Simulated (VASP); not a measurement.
Here is a VASP 6.6.1 calculation.

File POSCAR:

```
Pb
1.0
    0.0000000000      2.4750200000      2.4750200000
    2.4750200000      0.0000000000      2.4750200000
    2.4750200000      2.4750200000      0.0000000000
Pb
1
Direct
    0.0000000000      0.0000000000      0.0000000000
```

INCAR.step1

```
PREC     = Accurate       # precision mode
ENCUT    = 600            # plane-wave cutoff, eV
EDIFF    = 1E-8           # SCF threshold, eV
ISMEAR   = 1              # smearing method
SIGMA    = 0.1            # smearing width, eV
LREAL    = False          # projectors in reciprocal space
LASPH    = True           # aspherical terms in the spheres
NELM     = 80             # most SCF steps
ALGO     = Normal         # electronic algorithm
ISIF     = 3              # what is computed and relaxed
LWAVE    = False          # write WAVECAR
LCHARG   = False          # write CHGCAR
METAGGA  = R2SCAN         # meta-GGA
LMIXTAU  = True         
IBRION   = 2              # ionic algorithm
NSW      = 40             # ionic steps
EDIFFG   = -0.002         # ionic threshold
```

The input INCAR.step2:

```
PREC     = Accurate       # precision mode
ENCUT    = 600            # plane-wave cutoff, eV
EDIFF    = 1E-8           # SCF threshold, eV
ISMEAR   = 1              # smearing method
SIGMA    = 0.1            # smearing width, eV
LREAL    = False          # projectors in reciprocal space
LASPH    = True           # aspherical terms in the spheres
NELM     = 80             # most SCF steps
ALGO     = Normal         # electronic algorithm
ISIF     = 2              # what is computed and relaxed
LWAVE    = False          # write WAVECAR
LCHARG   = False          # write CHGCAR
METAGGA  = R2SCAN         # meta-GGA
LMIXTAU  = True         
IBRION   = 6              # ionic algorithm
NFREE    = 2            
POTIM    = 0.015          # step
NSW      = 1              # ionic steps
```

File KPOINTS:

```
regular mesh
0
Gamma
  7 7 7
```

Potentials or basis: VASP PAW PBE potentials, release 64 (Pb_d).

Launch:

```bash
$ cat potpaw_PBE.64/Pb_d/POTCAR > POTCAR
$ cp INCAR.step1 INCAR
$ mpirun -np 1 vasp_std > vasp.out
$ cp CONTCAR POSCAR
$ cp INCAR.step2 INCAR
$ mpirun -np 1 vasp_std > vasp.out
```

(1) What does it give for the relaxed cell?

(2) Estimate the relaxed volume.

(3) Predict the space group after relaxing (to 0.05 Å).

Results:

(1) a = 3.545 Å, b = 3.545 Å, c = 3.545 Å, α = 60.00°, β = 60.00°, γ = 60.00°.

(2) 31.51 Å³/atom.

(3) Fm-3m (No. 225).

Caveat: the PAW data sets were made with another functional, which shifts forces and pressure a little.
